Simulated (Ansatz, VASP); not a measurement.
# GaAs: VASP beside Ansatz

File INCAR:

```
PREC     = Accurate       # precision mode
ENCUT    = 520            # plane-wave cutoff, eV
EDIFF    = 1E-7           # SCF threshold, eV
ISMEAR   = 0              # smearing method
SIGMA    = 0.01           # smearing width, eV
LREAL    = False          # projectors in reciprocal space
LASPH    = True           # aspherical terms in the spheres
NELM     = 100            # most SCF steps
ALGO     = Normal         # electronic algorithm
ISIF     = 2              # what is computed and relaxed
LWAVE    = False          # write WAVECAR
LCHARG   = False          # write CHGCAR
GGA      = PE             # functional
NBANDS   = 16             # bands
```

File KPOINTS:

```
Automatic mesh
0
Gamma
  8 8 8
```

POSCAR

```
GaAs
1.0
    0.0000000000      2.8265000000      2.8265000000
    2.8265000000      0.0000000000      2.8265000000
    2.8265000000      2.8265000000      0.0000000000
Ga As
1 1
Direct
    0.0000000000      0.0000000000      0.0000000000
    0.2500000000      0.2500000000      0.2500000000
```

Input for Ansatz:

```yaml
crystal:
  lattice:
    - [0.0, 2.8265, 2.8265]
    - [2.8265, 0.0, 2.8265]
    - [2.8265, 2.8265, 0.0]
  atoms:
    - { symbol: Ga, position: [0.0, 0.0, 0.0] }
    - { symbol: As, position: [0.25, 0.25, 0.25] }
scf:
  occupations: { method: fixed }
  n_extra_bands: 8
output:
  forces: true
  stress: true
  eigenvalues: true
  write_density: true
  write_potential: true
  elf: true
  volumetric_format: npy
kpoints:
  mp_grid: { grid: [8, 8, 8] }
hamiltonian:
  xc: pbe
```

Alike in both runs: task single point; functional PBE; k mesh 8 × 8 × 8; no spin polarisation.

|  | VASP | Ansatz |
| --- | --- | --- |
| version | VASP 6.6.1 | Ansatz 0.2.0 |
| potentials or method | VASP PAW PBE potentials, release 64 (Ga_d, As) | scalar-relativistic, plane waves, PAW |
| plane-wave cutoff (eV) | 520 | 420 |
| occupations | gaussian, width 0.01 eV | fixed |
| valence electrons in the cell | 18 | 28 |

VASP gave:

- gap on the k mesh at the Fermi level (eV): 0.52
- least direct gap on the mesh (eV): 0.52
- pressure (GPa): 3.5

**Question.** What did Ansatz give for the same quantities?

**Answer.** gap on the k mesh at the Fermi level (eV): 0.52; least direct gap on the mesh (eV): 0.52; pressure (GPa): 3.3.

The two sets of potentials don't hold the same shells in valence.

A k mesh can miss the band edges. Expect the measured gap to be larger: semilocal functionals such as PBE lack the derivative discontinuity.
